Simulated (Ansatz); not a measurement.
# GaN (F-43m) in Ansatz: elastic constants with PBE

Aim: the elastic constants of GaN with PBE.

Everything below comes from runs of Ansatz 0.2.0. Logs are shortened: lines on timing, memory, paths and dates and some standing lists are left out, and cuts for length are marked.

**Measured values to compare with.**

From a printed reference work, textbook, for a bulk crystal of GaN at 0 K: band gap 3.299 eV (direct).

How close the calculation comes is told below.

### Step 1. Starting point

The structure is cubic, space group F-43m (No. 216). The conventional cell has a = 4.507 Å, b = 4.507 Å, c = 4.507 Å, α = 90.00°, β = 90.00°, γ = 90.00°. Ga (site symmetry -43m) has 4 N at 1.95 Å as nearest neighbours. N (site symmetry -43m) is surrounded by 4 Ga at 1.95 Å.

The cell is a database's computed one.

### Step 2. Elastic constants, PBE

The input, input.yaml:

```yaml
crystal:
  lattice:
    - [0.0, 2.2535006075, 2.2535006075]
    - [2.2535006075, 0.0, 2.2535006075]
    - [2.2535006075, 2.2535006075, 0.0]
  atoms:
    - { symbol: Ga, position: [0.0, 0.0, 0.0] }
    - { symbol: "N", position: [0.25, 0.25, 0.25] }
kpoints:
  mp_grid: { grid: [7, 7, 7] }
scf:
  occupations: { method: fermi_dirac, width: 0.05 }
hamiltonian:
  xc: pbe
  pseudopotentials: { kind: all_electron, lapw: { basis_error: 0.001 } }
output:
  forces: true
  stress: true
elastic:
  mode: relaxed_ion
  stencil: two_point
```

Potentials or basis: all-electron LAPW, scalar-relativistic.

Run with:

```sh
> ansatz run input.yaml --threads 1 --pin off --max-ram 3072MiB --backend cpu --events-out ev --progress --plain --runs-dir out
```

What it wrote:

```text
Warning: RAYON_NUM_THREADS=1 ignored (pool sized by the plan → 1); use --threads N
LAPW: plane waves up to 10.866 Å⁻¹, error target 1.0e-3 eV per atom; small_component_spin mean_spin; N in spheres of 0.828 Å, 7 of its electrons in bands, Dirac shells []; Ga in spheres of 1.065 Å, 21 of its electrons in bands, Dirac shells [] (how accurate: hamiltonian.pseudopotentials.lapw.basis_error, Limitations)
Engine: ansatz 0.2.0, aarch64-unknown-linux-gnu
Pseudopotentials: kind: all_electron
Pseudopotential: Ga, LAPW, valence charge 21, lapw/all_electron/scalar/gaussian/Ga, Koelling and Harmon's equation, gaussian nucleus
Pseudopotential: N, LAPW, valence charge 7, lapw/all_electron/scalar/gaussian/N, Koelling and Harmon's equation, gaussian nucleus
Functional definition: PBE
  parameter kappa = 0.804
  parameter beta = 0.06672455060314922
  exchange = pbe_x(kappa = kappa, mu = beta*pi^2/3)
  correlation = pbe_c(beta = beta)
Crystal: 2 atoms, lattice volume = 22.888 Å³
Basis set: ecut = 449.80484681308013 eV, 531 PW (Γ), exchange–correlation at level 2
Bands: 18, of which v1, the nominal top of the filled ones, is band 14 counted from 1 (13 counted from 0)
Symmetry: 24 space group operations
Space group: F-43m (ITA 216), of the structure as read, at distance tolerance 2.8e-5 Å
k-points: 20 of 343 (time reversal used)
Non-local potential: Ga, projectors of the file, none
Non-local potential: N, projectors of the file, none
Initial density: superposition of atomic densities (chi_scale 0.1, normalization cell, long waves kept (reshape's long-wave potential 0.00 eV rms))
Initial wavefunctions: plane waves of lowest kinetic energy (no species holds an atomic orbital)
Functional: x = pbe(κ = 0.804, μ = 0.2195149727645171), c = pbe(β = 0.06672455060314922)
iter 1 solved again at ethr=1.97e-2 eV; its pass at ethr=1.00e-1 eV (dr2=5.51e0 eV) is discarded
SCF iter   1: F=—  HF=-54392.851868 eV  |F-HF|=—  |Δ(HF+E_count)|=         —  Δρ=1.38e-1  dr2=5.51e0  ethr=1.97e-2  ⟨swp⟩=2.0  Hψ=2319  notcnv=0
preconditioner: auto → none  [insulator: Δε(μ)=3.174 eV  Ē_g=18.315 eV  σ=0.050 eV  W_gap=1.00  n_scr=14 (ndim 8)  ℏωp=32.9 eV  f_vac=0.000  D(μ)=0.00/eV (n_scr^D=0)  ε∞_Penn≈4.2]
SCF iter   2: F=—  HF=-54391.346620 eV  |F-HF|=—  |Δ(HF+E_count)|=    1.51e0  Δρ=6.20e-2  dr2=7.35e-1  ethr=1.97e-2  ⟨swp⟩=3.0  Hψ=1139  notcnv=0
iter 3 solved again at ethr=1.42e-4 eV; its pass at ethr=2.63e-3 eV (dr2=3.99e-2 eV) is discarded
SCF iter   3: F=—  HF=-54390.861818 eV  |F-HF|=—  |Δ(HF+E_count)|=   4.85e-1  Δρ=1.55e-2  dr2=3.99e-2  ethr=1.42e-4  ⟨swp⟩=2.0  Hψ=1876  notcnv=0
SCF iter   4: F=—  HF=-54390.863143 eV  |F-HF|=—  |Δ(HF+E_count)|=         —  Δρ=2.67e-3  dr2=1.69e-3  ethr=1.42e-4  ⟨swp⟩=2.0  Hψ=1037  notcnv=0
the basis was enlarged: its passes take 165.0 KiB over the memory plan, 1 of 1 planned eigensolver slots
SCF iter   5: F=—  HF=-54390.857576 eV  |F-HF|=—  |Δ(HF+E_count)|=   5.57e-3  Δρ=4.73e-4  dr2=4.44e-5  ethr=6.02e-6  ⟨swp⟩=3.0  Hψ=1062  notcnv=0
SCF iter   6: F=—  HF=-54390.857499 eV  |F-HF|=—  |Δ(HF+E_count)|=   7.71e-5  Δρ=2.60e-4  dr2=6.15e-6  ethr=1.59e-7  ⟨swp⟩=3.0  Hψ=1018  notcnv=0
[... 120 lines left out ...]
  E_electrostatic = -107570.910569  (all electrons and nuclei)
  E_smearing   = -0.000000  (= −TS)
  E_closure    = 0.000000  (closes the sum)
  E_atoms      = -54378.687074  (free atoms, spherical and without spin; not in F)
  Σ components = -54390.857503   (vs F -54390.857503, Δ=0.00e0)
  Basis errors (estimates in eV, not in F): energy 4.5e-4 per atom: plane waves 4.1e-4 (2.5e-4 summed), levels above the bands 3.0e-101, relativity 4.5e-8, radial functions 4.4e-5, core shells 6.0e-10; eigenvalues (radial functions only) 4.4e-6; not estimated: angular momenta, meshes, grids; target (lapw.basis_error) 1.0e-3; muffin-tin radii N 0.828 Å, Ga 1.065 Å
--- Forces (eV/Å), atoms counted from 1 ---
  atom   1  Ga    -0.00000000     0.00000000    -0.00000000
  atom   2  N      0.00000000    -0.00000000     0.00000000
  max |Σ_I F_I| component: 3.70e-17 eV/Å
--- Stress (GPa, compression-positive) ---
        4.913183       0.000000      -0.000000
        0.000000       4.913183       0.000000
       -0.000000       0.000000       4.913183
  P = ⅓ Tr σ = 4.9132 GPa (49.132 kbar)
--- Band table (eV; the first three rows and the last of 20) ---
  k-point 0: bands = ["-363.7329", "-130.6402", "-81.3840", "-81.3840", "-81.3840", "-4.5271", "-2.0914", "-2.0914", "-2.0914", "-1.7760", "-1.7760", "11.4023", "11.4023", "11.4023", "13.1359", "21.7149", "21.7149", "21.7149"]
  k-point 1: bands = ["-363.7329", "-130.6402", "-81.3842", "-81.3840", "-81.3840", "-4.3141", "-2.0655", "-2.0655", "-2.0014", "-1.7776", "-1.7776", "9.5581", "11.1961", "11.1961", "14.4866", "20.8589", "22.0050", "22.0050"]
  k-point 2: bands = ["-363.7329", "-130.6402", "-81.3848", "-81.3841", "-81.3841", "-3.8942", "-2.0219", "-2.0219", "-1.7652", "-1.7652", "-1.5559", "6.8849", "10.7780", "10.7780", "15.6859", "20.0905", "22.1345", "22.1345"]
  k-point 19: bands = ["-363.7329", "-130.6401", "-81.3850", "-81.3849", "-81.3845", "-3.4854", "-1.9618", "-1.8990", "-1.7860", "-1.7568", "0.1320", "5.6401", "7.2541", "8.6433", "17.4322", "19.4843", "21.7120", "23.1302"]
--- Elastic constants: 2 strain directions × 2 members + reference (group order 24) ---
  dense FFT box of the reference and of every strained cell: 24×24×24
  strains applied: 11, 23; error gains: componentwise 1.00 (the most a stress slope's error grows in a printed constant), spectral 1.73 (1 for all six strains in a standard setting)
  C = ∂σ_k/∂η_j (tension-positive GPa; Voigt order 11 22 33 23 13 12):
       274.306    153.319    153.319     -0.000     -0.000     -0.000
       153.319    274.306    153.319      0.000      0.000      0.000
       153.319    153.319    274.306      0.000      0.000     -0.000
        -0.000     -0.000     -0.000    150.335     -0.000     -0.000
         0.000      0.000      0.000      0.000    150.335      0.000
        -0.000      0.000      0.000     -0.000      0.000    150.335
  reference stress σ⁰ (GPa):     -4.913     -4.913     -4.913     -0.000      0.000     -0.000
  no Pulay correction (none for the plane-wave cutoff is built on LAPW): the batch's stresses and constants are at fixed plane waves
  C* (energy form; C + prestress term) asymmetry max|C*_kj − C*_jk| = 2.842e-14 GPa — a small one proves nothing (zero by symmetry where the batch's group is 432, −43m or m−3m); a large one is finite-difference/SCF noise where every solve meets its electron count
  moduli (Voigt/Reuss/Hill, GPa): K = 193.65/193.65/193.65   G = 114.40/94.31/104.35   E = 265.39   ν = 0.272
  mechanically stable: yes (min eigenvalue of sym C = 120.99 GPa)
  where every solve meets its electron count the energy-path curvature estimates C_jj along a normal strain and C_jj − ¼(σ⁰_aa + σ⁰_bb) along a shear (ab), closely only under elastic.basis: deformed
  strain η (Voigt 11):  stress-route row diagonal C_11 = 274.31 GPa, energy-path curvature d²(F+E_count)/dδ²/Ω₀ = 274.31 GPa
         δ    σ_11 (GPa)             F (eV)   n_scf  n_hpsi   n_pw
    -2.000e-3      -5.4627      -54390.8560205       8   21872    531   relax 0 steps, max|allowed force component| 1.04e-16 eV/Å
     2.000e-3      -4.3655      -54390.8588283       8   21798    531   relax 0 steps, max|allowed force component| 5.55e-17 eV/Å
  strain η (Voigt 23):  stress-route row diagonal C_44 = 150.33 GPa, energy-path curvature d²(F+E_count)/dδ²/Ω₀ = 152.79 GPa
         δ    σ_23 (GPa)             F (eV)   n_scf  n_hpsi   n_pw
    -2.000e-3      -0.3007      -54390.8574592       2    8952    531   relax 3 steps, max|allowed force component| 3.83e-7 eV/Å
     2.000e-3       0.3007      -54390.8574592       2    8977    531   relax 2 steps, max|allowed force component| 1.75e-7 eV/Å
```

Run time: 2.3 min. Hardware: 1 thread of Arm Neoverse V1, shared host; peak memory 0.36 GiB.

Results:

| Property | Result |
| --- | --- |
| Free energy | -54390.8575 eV |
| Pressure | 4.9 GPa |
| Band gap on the k mesh | 1.73 eV, direct |
| Elastic constants C11, C12, C44 | 274, 153, 150 GPa |
| Voigt bulk modulus | 194 GPa |

Levels at points of the mesh, in eV from the valence-band top:
```csv
k point,band 10,band 11,band 12,band 13,band 14,band 15,band 16,band 17,band 18
"(0.00, 0.00, 0.00)",-13.18,-13.18,0.00,0.00,0.00,1.73,10.31,10.31,10.31
```

Elastic tensor in Voigt notation (GPa, in the Cartesian axes of the cell as first typed):
```
274 153 153   0   0   0
153 274 153   0   0   0
153 153 274   0   0   0
  0   0   0 150   0   0
  0   0   0   0 150   0
  0   0   0   0   0 150
```

Caveat: the cell is more than 3 GPa from zero pressure, which shifts response properties.

### Step 3. Comparison with measurements

Step 2. Against the measured gap of GaN, 3.299 eV (direct; 0 K; a printed reference work, textbook), the calculated 1.73 eV is off by -1.57 eV. Spin-orbit coupling on Ga is left out. The value is that of PBE, without temperature or zero-point motion. Semilocal functionals fall short of measured gaps as a rule. The cell is a database's relaxed one, not the measured one, which moves gaps too.
